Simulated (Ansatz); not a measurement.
Space group P-6m2 (No. 187). a = 2.506 Å, b = 2.506 Å, c = 6.597 Å, α = 90.00°, β = 90.00°, γ = 120.00°
```csv
atom,site,symmetry,x,y,z
B,1b,-6m2,0.0000,0.0000,0.5000
B,1c,-6m2,0.3333,0.6667,0.0000
N,1a,-6m2,0.0000,0.0000,0.0000
N,1f,-6m2,0.6667,0.3333,0.5000
```

Equation of state of this BN structure (not necessarily the ground state), with shape and atoms relaxed at each volume where symmetry leaves them free. These are results of Ansatz, DFT PBE+D3(BJ), scalar-relativistic, plane waves, PAW, not measurements.

Settings: cutoff 420 eV, Γ-centred mesh 12×12×4 on the computed 4-atom cell, Gaussian smearing of 0.02 eV; no spin polarisation.

```json
{"V (Å³/atom)": "7.895", "E − E(largest V) (meV/atom)": "12.60", "P (GPa)": "6.71", "gap on mesh (eV)": "4.17"}
{"V (Å³/atom)": "8.164", "E − E(largest V) (meV/atom)": "3.51", "P (GPa)": "4.22", "gap on mesh (eV)": "4.25"}
{"V (Å³/atom)": "8.433", "E − E(largest V) (meV/atom)": "-1.88", "P (GPa)": "2.32", "gap on mesh (eV)": "4.33"}
{"V (Å³/atom)": "8.702", "E − E(largest V) (meV/atom)": "-4.52", "P (GPa)": "0.94", "gap on mesh (eV)": "4.34"}
{"V (Å³/atom)": "8.971", "E − E(largest V) (meV/atom)": "-5.28", "P (GPa)": "-0.02", "gap on mesh (eV)": "4.36"}
{"V (Å³/atom)": "9.240", "E − E(largest V) (meV/atom)": "-4.62", "P (GPa)": "-0.71", "gap on mesh (eV)": "4.38"}
{"V (Å³/atom)": "9.509", "E − E(largest V) (meV/atom)": "-3.04", "P (GPa)": "-1.16", "gap on mesh (eV)": "4.41"}
{"V (Å³/atom)": "9.868", "E − E(largest V) (meV/atom)": "0.00", "P (GPa)": "-1.51", "gap on mesh (eV)": "4.45"}
```

Fit a third-order Birch–Murnaghan equation to E(V).

V0 = 8.96 Å³/atom, B0 = 28 GPa, B0' = 11.2. B0' is unusual or poorly fixed by this range.

This form isn't the usual stable structure of the compound.